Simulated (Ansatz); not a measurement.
**Band table of F (diamond type)**

```yaml
crystal:
  lattice:
    - [0.00000, 1.86776, 1.86776]
    - [1.86776, 0.00000, 1.86776]
    - [1.86776, 1.86776, 0.00000]
  atoms:
    - { symbol: F, position: [0.87500, 0.87500, 0.87500] }
    - { symbol: F, position: [0.12500, 0.12500, 0.12500] }
```

The cell comes from a relaxation on PAW files under the same functional, begun from a prototype that needn't be the stable phase.

All numbers are PBE results (scalar-relativistic) from Ansatz 0.2.0, with a Γ-centred 13×13×13 k mesh, Fermi–Dirac smearing of 0.05 eV, no spin polarisation. Methods: LAPW: all electrons, basis error target 1 meV/atom.

This run: volume at 0.45 of the series' base cell.

The structure type is held throughout; the real material can change phase at far lower pressure.

Path points, in fractions of the reciprocal vectors: Γ (0.000, 0.000, 0.000), X (0.500, 0.000, 0.500), U (0.625, 0.250, 0.625), K (0.375, 0.375, 0.750), L (0.500, 0.500, 0.500), W (0.500, 0.250, 0.750). The distance column jumps between branches of the path. Levels in eV from the Fermi level; bands 4 to 10, counted from the lowest band of the run. The gap is zero, the pressure 219.7 GPa.

```
# k(1/Å) point b4 b5 b6 b7 b8 b9 b10
0.000 Γ -18.11 -7.11 -7.11 -7.11 -2.68 -2.68 -2.68
0.210 - -18.31 -7.30 -7.30 -6.98 -2.79 -2.47 -2.47
0.421 - -18.87 -7.78 -7.78 -6.61 -3.09 -1.94 -1.94
0.631 - -19.70 -8.36 -8.36 -6.12 -3.48 -1.28 -1.28
0.841 - -20.70 -8.93 -8.93 -5.64 -3.88 -0.60 -0.60
1.051 - -21.81 -9.42 -9.42 -5.23 -4.21 0.02 0.02
1.262 - -22.96 -9.80 -9.80 -4.96 -4.46 0.50 0.50
1.472 - -24.13 -10.04 -10.04 -4.80 -4.61 0.81 0.81
1.682 X -25.26 -10.12 -10.12 -4.71 -4.71 0.92 0.92
1.756 - -25.25 -10.15 -10.11 -4.71 -4.66 0.91 0.91
1.831 - -25.21 -10.24 -10.08 -4.73 -4.51 0.88 0.89
1.905 - -25.15 -10.38 -10.05 -4.75 -4.29 0.84 0.87
1.979 - -25.06 -10.55 -9.99 -4.79 -4.02 0.77 0.83
2.054 - -24.95 -10.73 -9.93 -4.83 -3.71 0.69 0.78
2.128 - -24.81 -10.89 -9.85 -4.89 -3.38 0.60 0.73
2.202 - -24.65 -11.04 -9.75 -4.96 -3.06 0.49 0.68
2.277 U -24.47 -11.16 -9.65 -5.05 -2.76 0.36 0.62
3.307 K -24.47 -11.16 -9.65 -5.05 -2.76 0.36 0.62
3.530 - -23.79 -11.30 -9.28 -5.37 -2.05 -0.08 0.45
3.753 - -22.94 -11.06 -8.84 -5.78 -1.72 -0.59 0.23
3.976 - -21.95 -10.50 -8.39 -6.22 -1.73 -1.12 -0.07
4.199 - -20.90 -9.70 -7.97 -6.62 -1.94 -1.62 -0.53
4.422 - -19.86 -8.80 -7.61 -6.92 -2.23 -2.06 -1.16
4.645 - -18.95 -7.95 -7.34 -7.08 -2.48 -2.39 -1.86
4.868 - -18.33 -7.34 -7.17 -7.12 -2.63 -2.61 -2.44
5.091 Γ -18.11 -7.11 -7.11 -7.11 -2.68 -2.68 -2.68
5.273 - -18.26 -7.19 -7.19 -7.16 -2.61 -2.59 -2.59
5.455 - -18.69 -7.38 -7.38 -7.32 -2.37 -2.37 -2.37
5.637 - -19.34 -7.64 -7.64 -7.58 -2.06 -2.06 -1.96
5.819 - -20.13 -7.91 -7.91 -7.91 -1.75 -1.75 -1.40
6.001 - -20.98 -8.25 -8.15 -8.15 -1.47 -1.47 -0.81
6.183 - -21.77 -8.52 -8.34 -8.34 -1.25 -1.25 -0.27
6.365 - -22.37 -8.70 -8.46 -8.46 -1.11 -1.11 0.10
6.547 L -22.60 -8.76 -8.50 -8.50 -1.07 -1.07 0.23
6.696 - -22.65 -9.36 -8.54 -7.86 -1.14 -1.01 0.25
6.845 - -22.78 -9.99 -8.69 -7.12 -1.33 -0.84 0.30
6.993 - -23.01 -10.50 -8.92 -6.40 -1.59 -0.59 0.35
7.142 - -23.33 -10.86 -9.23 -5.73 -1.91 -0.30 0.39
7.291 - -23.73 -11.05 -9.60 -5.12 -2.26 -0.03 0.42
7.439 - -24.19 -11.08 -9.99 -4.55 -2.65 0.20 0.45
7.588 - -24.70 -10.95 -10.37 -4.02 -3.07 0.36 0.46
7.737 W -25.23 -10.70 -10.70 -3.53 -3.53 0.44 0.44
7.842 - -25.23 -10.69 -10.69 -3.57 -3.57 0.46 0.46
7.947 - -25.24 -10.63 -10.63 -3.70 -3.70 0.52 0.52
8.052 - -25.24 -10.54 -10.54 -3.90 -3.90 0.61 0.61
8.157 - -25.25 -10.43 -10.43 -4.12 -4.12 0.70 0.70
8.262 - -25.25 -10.32 -10.32 -4.34 -4.34 0.79 0.79
8.368 - -25.26 -10.21 -10.21 -4.53 -4.53 0.86 0.86
8.473 - -25.26 -10.14 -10.14 -4.66 -4.66 0.90 0.90
8.578 X -25.26 -10.12 -10.12 -4.71 -4.71 0.92 0.92
```
